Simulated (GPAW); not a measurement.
Input of a GPAW 26.7.0 run:

run.py

```python
from ase import Atoms
from ase.calculators.mixing import SumCalculator
from ase.filters import FrechetCellFilter
from ase.io import write
from ase.optimize import FIRE
from dftd3.ase import DFTD3
from gpaw import GPAW, PW

atoms = Atoms(['Al'],
              cell=[[-0.02045521, 1.97065405, 2.04383284],
                    [2.00265691, 0.00996627, 2.01341136],
                    [2.05929448, 1.99687013, -0.04667129]],
              scaled_positions=[[0.0, 0.0, 0.0]],
              pbc=True)

calc = GPAW(mode=PW(600),
            xc='PBE',
            kpts={'size': (8, 8, 8), 'gamma': True},
            occupations={'name': 'fermi-dirac', 'width': 0.05},
            nbands=7,
            convergence={'density': 1e-05, 'energy': 1e-05},
            maxiter=150,
            txt='gpaw.txt')
atoms.calc = SumCalculator([calc, DFTD3(method='pbe', damping='d3zero')])
opt = FIRE(FrechetCellFilter(atoms), trajectory='relax.traj', logfile='-')
done = opt.run(fmax=0.05, steps=40)
calc.write('gs.gpw')
write('result.traj', atoms)
print('Converged:', done)
print('Cell:', atoms.cell.cellpar().round(4))
print('Volume:', round(atoms.get_volume(), 4))
print(atoms.get_scaled_positions().round(5))
```

Potentials or basis: GPAW PAW data sets (gpaw-data 1.2.1), pw.

The run is started by

```console
$ OMP_NUM_THREADS=1 python run.py
```

Question: Estimate the space group after relaxing (to 0.05 Å).

Answer: R-3m (No. 166).

Question: Estimate the relaxed volume.

Answer: 16.22 Å³/atom.

Stress tensor (GPa, compression positive):
```
-0.31  0.03  0.21
 0.03  0.17 -0.09
 0.21 -0.09 -0.37
```

Caveat: later steps reuse the first step's grids; pairwise dispersion overbinds metals, which lowers pressure and volume.
